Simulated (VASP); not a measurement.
# BN (Fmm2) in VASP: further runs

The runs below take BN through single point, with PBE.

All numbers are computed with VASP 6.6.1; they aren't measurements. Logs are shortened: lines on timing, memory, paths and dates and some standing lists are left out, and cuts for length are marked.

## (1) Starting point

It takes space group Fmm2 (No. 42, orthorhombic). Conventional cell: a = 2.503 Å, b = 6.991 Å, c = 4.332 Å, α = 90.00°, β = 90.00°, γ = 90.00°. Around N (site symmetry mm2) lie 3 B at 1.44 Å. Around B (site symmetry mm2) lie 3 N at 1.44 Å.

Measurements of this composition are mostly on another form, of space group No. 194.

## (2) Single point, PBE

File INCAR:

```
SYSTEM = BN
PREC = Accurate
ENCUT = 350
EDIFF = 1E-7
ISMEAR = 0
SIGMA = 0.02
LREAL = .False.
LASPH = .True.
NELM = 80
ALGO = Normal
ISIF = 2
LWAVE = .False.
LCHARG = .False.
GGA = PE
NBANDS = 11
```

File KPOINTS:

```
regular mesh
0
Gamma
  7 7 7
  0 0 0
```

File POSCAR:

```
BN
1.0
    0.0000000000      3.4953158300      2.1660912400
    1.2516321000      0.0000000000      2.1660912400
    1.2516321000      3.4953158300      0.0000000000
N B
1 1
Direct
    0.6666513400      0.6666513400      0.3333486600
    0.0000486500      0.0000486500      0.9999513500
```

Potentials or basis: VASP PAW PBE potentials, release 64 (N_GW, B_GW).

Launch:

```console
cat potpaw_PBE.64/N_GW/POTCAR potpaw_PBE.64/B_GW/POTCAR > POTCAR
mpirun -np 1 vasp_std > vasp.out
```

OUTCAR:

```text
SYSTEM = BN
   PREC = Accurate
   ENCUT = 350
   EDIFF = 1E-7
   ISMEAR = 0
   LREAL = .False.
   LASPH = .True.
   NELM = 80
   ISIF = 2
   GGA = PE

 ion  position               nearest neighbor table
   1  0.667  0.667  0.333-   2 1.44   2 1.44   2 1.44
   2  0.000  0.000  1.000-   1 1.44   1 1.44   1 1.44

  LATTYP: Found a face centered orthorhombic cell.
 ALAT       =     2.5032642000
 B/A-ratio  =     1.7306133647
 C/A-ratio  =     2.7926064137

  Lattice vectors:

 A1 = (   0.0000000000,   3.4953158300,   2.1660912400)
 A2 = (  -1.2516321000,   3.4953158300,   0.0000000000)
 A3 = (  -1.2516321000,   0.0000000000,   2.1660912400)

Analysis of symmetry for initial positions (statically):
=====================================================================
 Subroutine PRICEL returns:
 Original cell was already a primitive cell.

 Routine SETGRP: Setting up the symmetry group for a
 face centered orthorhombic supercell.

 Subroutine GETGRP returns: Found  4 space group operations
 (whereof  4 operations were pure point group operations)
 out of a pool of  8 trial point group operations.

The static configuration has the point symmetry C_2v.

Analysis of symmetry for dynamics (positions and initial velocities):
=====================================================================
 Subroutine PRICEL returns:
 Original cell was already a primitive cell.

 Routine SETGRP: Setting up the symmetry group for a
 face centered orthorhombic supercell.

 Subroutine GETGRP returns: Found  4 space group operations
 (whereof  4 operations were pure point group operations)
 out of a pool of  8 trial point group operations.

The dynamic configuration has the point symmetry C_2v.

 Subroutine INISYM returns: Found  4 space group operations
 (whereof  4 operations are pure point group operations),
 and found     1 'primitive' translations

----------------------------------------------------------------------------------------

                                     Primitive cell

  volume of cell :      18.9526

  direct lattice vectors                    reciprocal lattice vectors
     0.000000000  3.495315830  2.166091240    -0.399478409  0.143048590  0.230830535
     1.251632100  0.000000000  2.166091240     0.399478409 -0.143048590  0.230830535
     1.251632100  3.495315830  0.000000000     0.399478409  0.143048590 -0.230830535

  length of vectors
     4.112077822  2.501706252  3.712656147     0.483041027  0.483041027  0.483041027

  position of ions in fractional coordinates (direct lattice)
     0.666651340  0.666651340  0.333348660
     0.000048650  0.000048650  0.999951350

  ion indices of the primitive-cell ions
   primitive index   ion index
                 1           1
                 2           2

----------------------------------------------------------------------------------------

 KPOINTS: regular mesh

Automatic generation of k-mesh.
 Grid dimensions read from file:
 generate k-points for:    7    7    7

 Generating k-lattice:

  Cartesian coordinates                     Fractional coordinates (reciprocal lattice)
    -0.057068344  0.020435513  0.032975791     0.142857143  0.000000000  0.000000000
     0.057068344 -0.020435513  0.032975791     0.000000000  0.142857143  0.000000000
     0.057068344  0.020435513 -0.032975791     0.000000000  0.000000000  0.142857143

  Length of vectors
     0.069005861  0.069005861  0.069005861

  Shift w.r.t. Gamma in fractional coordinates (k-lattice)
     0.000000000  0.000000000  0.000000000

 Subroutine IBZKPT returns following result:
 ===========================================

 Found     64 irreducible k-points:

 Following reciprocal coordinates:
            Coordinates               Weight
  0.000000  0.000000  0.000000      1.000000
  0.142857 -0.000000  0.000000      8.000000
  0.285714  0.000000 -0.000000      8.000000
  0.428571 -0.000000 -0.000000      8.000000
  0.142857  0.142857  0.000000      2.000000
  0.285714  0.142857 -0.000000      8.000000
[... 16 lines left out ...]
  0.000000  0.142857  0.142857      2.000000
  0.285714  0.142857  0.142857      4.000000
 [... further k-points ...]
   k-points           NKPTS =     64   k-points in BZ     NKDIM =     64   number of bands    NBANDS=     11
   number of dos      NEDOS =    301   number of ions     NIONS =      2
   total plane-waves  NPLWV =  10752
   dimension x,y,z NGX =    28 NGY =   16 NGZ =   24
   dimension x,y,z NGXF=    56 NGYF=   32 NGZF=   48
   ions per type =               1   1
   NGX,Y,Z   is equivalent  to a cutoff of  11.32, 10.63, 10.75 a.u.
   NGXF,Y,Z  is equivalent  to a cutoff of  22.64, 21.26, 21.49 a.u.
 SYSTEM =  BN
   PREC   = accura    normal or accurate (medium, high low for compatibility)
   ISTART =      0    job   : 0-new  1-cont  2-samecut
   ICHARG =      2    charge: 1-file 2-atom 10-const
   ISPIN  =      1    spin polarized calculation?
   LNONCOLLINEAR =      F non collinear calculations
   LSORBIT =      F    spin-orbit coupling
   LASPH  =      T    aspherical Exc in radial PAW
   ENCUT  =  350.0 eV  25.72 Ry    5.07 a.u.   6.27  3.82  5.66*2*pi/ulx,y,z
   NELM   =     80;   NELMIN=  2; NELMDL= -5     # of ELM steps
   EDIFF  = 0.1E-06   stopping-criterion for ELM
   LREAL  =      F    real-space projection
   EDIFFG = 0.1E-05   stopping-criterion for IOM
   NSW    =      0    number of steps for IOM
   IBRION =     -1    ionic relax: 0-MD 1-quasi-New 2-CG
   NFREE  =      0    steps in history (QN), initial steepest desc. (CG)
   ISIF   =      2    stress and relaxation
   ISYM   =      2    0-nonsym 1-usesym 2-fastsym
   POTIM  = 0.5000    time-step for ionic-motion
   TEBEG  =    0.0;   TEEND  =   0.0 temperature during run
   PSTRESS=    0.0 pullay stress
   NELECT =       8.0000    total number of electrons
   NUPDOWN=      -1.0000    fix difference up-down
   EMIN   =  10.00;   EMAX   =-10.00  energy-range for DOS
   EFERMI =   0.00;   METHOD = LEGACY
   ISMEAR =     0;   SIGMA  =   0.02  broadening in eV -4-tet -1-fermi 0-gaus
   EFERMI_NEDOS =   21; number of points for ismear=-14 and -15
   IALGO  =     38    algorithm
   IMIX   =      4    mixing-type and parameters
     AMIX     =   0.40;   BMIX     =  1.00
     AMIX_MAG =   1.60;   BMIX_MAG =  1.00
  volume/ion in A,a.u.               =       9.48        63.95
  Fermi-wavevector in a.u.,A,eV,Ry     =   1.228047  2.320672 20.518928  1.508099
  Thomas-Fermi vector in A             =   2.362987
   LORBIT       =      0    0 simple, 1 ext, 2 COOP (PROOUT), +10 PAW based schemes
   GGA     = PE    functional components
   LHFCALC =     F    Hartree Fock is set to
   AEXX    =    0.0000 exact exchange contribution
   IVDW    =     0    specifies the selected vdW correction
   LEPSILON=     F    determine dielectric tensor
   LRPA    =     F    only Hartree local field effects (RPA)
 non-spin polarized calculation
 Gauss-broadening in eV      SIGMA  =   0.02
  energy-cutoff  :      350.00
  volume of cell :       18.95
 maximum number of plane-waves:       291
 NGX is ok and might be reduce to    28
   NGX = 13   NGY =  7   NGZ = 11

 number of electron       7.9999999 magnetization

 Free energy of the ion-electron system (eV)
  ---------------------------------------------------
  ext. energy  EPLUGINS =         0.00000000
  ---------------------------------------------------
  free energy    TOTEN  =       -17.37542239 eV

  energy without entropy =      -17.37542239  energy(sigma->0) =      -17.37542239

 E-fermi :   2.0759     XC(G=0):  -9.6952

 val. band max:        1.8776034149   @ k =   0.4286  -0.4286   0.1429
 cond. band min:       6.0303758645   @ k =   0.0000   0.4286   0.4286
 fundamental gap:      4.1527724496
 Fermi energy:         2.0758904452

 k-point     1 :       0.0000    0.0000    0.0000
  band No.  band energies     occupation
      1     -15.8816      2.00000
      2      -2.4458      2.00000
      3       0.6222      2.00000
      4       0.6393      2.00000
      5       6.8573      0.00000
      6      13.5354      0.00000
      7      13.5966      0.00000
      8      14.9935      0.00000
      9      16.4102      0.00000
     10      27.6211      0.00000
     11      28.7980      0.00000

 k-point     2 :       0.1429   -0.0000    0.0000
  band No.  band energies     occupation
      1     -15.4773      2.00000
      2      -2.0339      2.00000
      3      -0.8733      2.00000
      4      -0.0529      2.00000
      5       7.7300      0.00000
      6      13.3690      0.00000
      7      13.6711      0.00000
      8      15.2119      0.00000
      9      17.6126      0.00000
     10      25.2177      0.00000
     11      28.5883      0.00000

 k-point     3 :       0.2857    0.0000   -0.0000
  band No.  band energies     occupation
      1     -14.3499      2.00000
      2      -3.9083      2.00000
      3      -1.2722      2.00000
      4      -0.8562      2.00000
      5       9.3782      0.00000
      6      10.9851      0.00000
      7      13.2021      0.00000
      8      19.1128      0.00000
      9      19.7718      0.00000
     10      21.5824      0.00000
     11      26.5387      0.00000

 k-point     4 :       0.4286   -0.0000   -0.0000
  band No.  band energies     occupation
      1     -12.9803      2.00000
      2      -6.4964      2.00000
      3      -2.0639      2.00000
      4       0.6877      2.00000
      5       7.2007      0.00000
      6      11.7268      0.00000
      7      14.5141      0.00000
      8      18.4209      0.00000
      9      21.7054      0.00000
     10      23.0600      0.00000
     11      25.2904      0.00000
[... 239 lines left out ...]
 k-point    22 :      -0.1429    0.0000    0.1429
  band No.  band energies     occupation
      1     -14.3803      2.00000
      2      -3.9089      2.00000
      3      -1.2865      2.00000
      4      -0.5746      2.00000
      5       9.2110      0.00000
      6      10.3731      0.00000
      7      13.1378      0.00000
      8      19.1114      0.00000
      9      20.0901      0.00000
     10      21.2099      0.00000
     11      26.6037      0.00000

 k-point    23 :       0.0000    0.1429    0.1429
  band No.  band energies     occupation
      1     -14.7301      2.00000
      2      -2.7747      2.00000
      3      -1.3644      2.00000
      4      -0.9991      2.00000
      5       8.7721      0.00000
      6      11.4145      0.00000
      7      14.1142      0.00000
      8      16.3314      0.00000
      9      20.2213      0.00000
     10      20.9133      0.00000
     11      26.7841      0.00000

 k-point    24 :       0.2857    0.1429    0.1429
  band No.  band energies     occupation
      1     -15.4521      2.00000
      2      -2.2991      2.00000
      3      -0.8874      2.00000
      4      -0.0514      2.00000
      5       8.2596      0.00000
      6      13.2648      0.00000
      7      13.9609      0.00000
      8      15.2387      0.00000
      9      17.4510      0.00000
     10      26.2185      0.00000
     11      28.1884      0.00000

 [... further k-points ...]
[... 5 lines left out ...]
  --------------------------------------------------------------------------------------
  -------------------------------------------------------------------------------------
  Total       -1.8152239     -2.3145119     -1.8123742      0.0000000      0.0000000      0.0000000
  in kB     -153.4514258   -195.6591440   -153.2105233      0.0000000      0.0000000      0.0000000
  external PRESSURE =    -167.4403644 kB  Pullay stress =       0.0000000 kB

 VOLUME and BASIS-vectors are now :
 -----------------------------------------------------------------------------
  energy-cutoff  :      350.00
  volume of cell :       18.95
      direct lattice vectors                 reciprocal lattice vectors
     0.000000000  3.495315830  2.166091240    -0.399478409  0.143048590  0.230830535
     1.251632100  0.000000000  2.166091240     0.399478409 -0.143048590  0.230830535
     1.251632100  3.495315830  0.000000000     0.399478409  0.143048590 -0.230830535

 POSITION                                       TOTAL-FORCE (eV/Angst)
 -----------------------------------------------------------------------------------
      1.25163      3.49532      2.88806         0.000000      0.000000     -0.011247
      1.25163      3.49532      0.00021         0.000000      0.000000      0.011247
 -----------------------------------------------------------------------------------
    total drift:                                0.000002      0.000030     -0.000341

  FREE ENERGIE OF THE ION-ELECTRON SYSTEM (eV)
  ---------------------------------------------------
  free  energy   TOTEN  =       -17.3754223871 eV

  energy  without entropy=      -17.3754223871  energy(sigma->0) =      -17.37542239
```

It took 5.9 s on 1 thread of Intel Xeon 6975P-C (Granite Rapids), shared host; peak memory 0.13 GiB.

The run converged, but a check on its numbers failed (symmetry, net force, bounds or a known fault of this set-up), so they aren't taken as properties of the crystal.

Caveat: the k mesh is coarse (spacing up to 0.43 Å⁻¹), so the values aren't converged; the cutoff lies under the usual one of these potentials, so the numbers hold a large basis-set error; an odd mesh through Γ misses points on the zone boundary, where band edges often lie.

## (3) Single point, PBE

File INCAR:

```
ALGO = Normal
EDIFF = 1E-6
ENCUT = 450
GGA = PE
ISIF = 2
ISMEAR = 0
LASPH = T
LCHARG = F
LREAL = F
LWAVE = F
NELM = 100
PREC = Accurate
SIGMA = 0.02
```

File KPOINTS:

```
k-points
0
Gamma
  7 7 7
```

POSCAR is that of step 2.

Potentials or basis: VASP PAW PBE potentials, release 64 (N_GW, B_GW).

Launch:

```console
cat potpaw_PBE.64/N_GW/POTCAR potpaw_PBE.64/B_GW/POTCAR > POTCAR
mpirun -np 1 vasp_std > vasp.out
```

It took 6.6 s on 1 thread of Intel Xeon Platinum 8559C (Emerald Rapids), shared host; peak memory 0.12 GiB.

The run converged. Its results:

* Free energy: -17.5905 eV
* Largest force: 0.010 eV/Å
* Band gap on the k mesh: 4.18 eV, indirect (least direct gap 5.05 eV)

Forces in eV/Å, atoms in the order of the input:
```
N    0.000  0.000 -0.010
B    0.000  0.000  0.010
```

Levels at points of the mesh, in eV from the valence-band top:
```tsv
k point	band 1	band 2	band 3	band 4	band 5	band 6	band 7	band 8
(0.00, 0.00, 0.00)	-17.70	-4.31	-1.25	-1.25	5.03	11.69	11.75	13.16
```

Caveat: the k mesh is coarse (spacing up to 0.43 Å⁻¹), so the values aren't converged; the cutoff is under 1.25 times the usual one of these potentials, so pressure, stress and relaxed cells hold a basis-set (Pulay) error; an odd mesh through Γ misses points on the zone boundary, where band edges often lie. As with any semilocal functional, this PBE gap is likely too small.

## (4) Single point, PBE

File INCAR:

```
PREC = Accurate
ENCUT = 900
EDIFF = 1E-8
ISMEAR = 0
SIGMA = 0.05
LREAL = False
LASPH = True
NELM = 100
ALGO = Normal
ISIF = 2
LWAVE = False
LCHARG = False
GGA = PE
ADDGRID = False
```

File KPOINTS:

```
regular mesh
0
Gamma
  13 13 13
```

POSCAR is that of step 3.

Potentials or basis: VASP PAW PBE potentials, release 64 (N_s, B_s).

Launch:

```console
cat potpaw_PBE.64/N_s/POTCAR potpaw_PBE.64/B_s/POTCAR > POTCAR
mpirun -np 1 vasp_std > vasp.out
```

Run time: 55 s. Hardware: 1 thread of Intel Xeon 6975P-C (Granite Rapids), shared host; peak memory 0.27 GiB.

It converged, with:

```yaml
Free_energy: -17.5637 eV
Pressure: 4.4 GPa
Largest_force: 0.010 eV/Å
Band_gap_on_the_k_mesh: 3.90 eV, indirect (least direct gap 4.66 eV)
```

Forces on the atoms (eV/Å):
```
N    0.000  0.000 -0.010
B    0.000  0.000  0.010
```

Stress tensor (GPa, compression positive):
```
5.66 0.00 0.00
0.00 1.73 0.00
0.00 0.00 5.71
```

Levels at points of the mesh, in eV from the valence-band top:
```tsv
k point	band 2	band 3	band 4	band 5	band 6	band 7
(0.00, 0.00, 0.00)	-4.48	-1.43	-1.43	4.86	11.52	11.58
```

Caveat: an odd mesh through Γ misses points on the zone boundary, where band edges often lie.

## (5) For comparison

An earlier run on the cell as given: functional PBE; potentials or basis VASP PAW PBE potentials, release 64 (N, B); cutoff 520 eV; k mesh 13 × 13 × 13; occupations fermi-dirac, width 0.05 eV; no spin polarisation.

* Pressure: 3.3 GPa
* Largest force: 0.010 eV/Å
* Band gap on the k mesh: 3.90 eV, indirect (least direct gap 4.65 eV)

## (6) The runs side by side

| potentials or basis | k mesh | cutoff (eV) | smearing | mesh quality | gap on the mesh (eV) | pressure (GPa) | largest force (eV/Å) |
| --- | --- | --- | --- | --- | --- | --- | --- |
| VASP PAW PBE potentials, release 64 (N_GW, B_GW) | 7 × 7 × 7 | 450 | gaussian 0.02 eV | coarse | 4.18 | - | 0.01 |
| VASP PAW PBE potentials, release 64 (N_s, B_s) | 13 × 13 × 13 | 900 | gaussian 0.05 eV | not flagged | 3.90 | 4.4 | 0.01 |
| VASP PAW PBE potentials, release 64 (N, B) | 13 × 13 × 13 | 520 | fermi-dirac 0.05 eV | not flagged | 3.90 | 3.3 | 0.01 |

Alike in all rows: task single point; level PBE; no spin polarisation; cell as given.

Caveats: some runs use coarse meshes; an odd mesh through Γ misses points on the zone boundary, where band edges often lie; the cutoff is under 1.25 times the usual one of these potentials, so pressure, stress and relaxed cells hold a basis-set (Pulay) error (some runs).

Absolute energies hang on the potentials; compare differences alone.
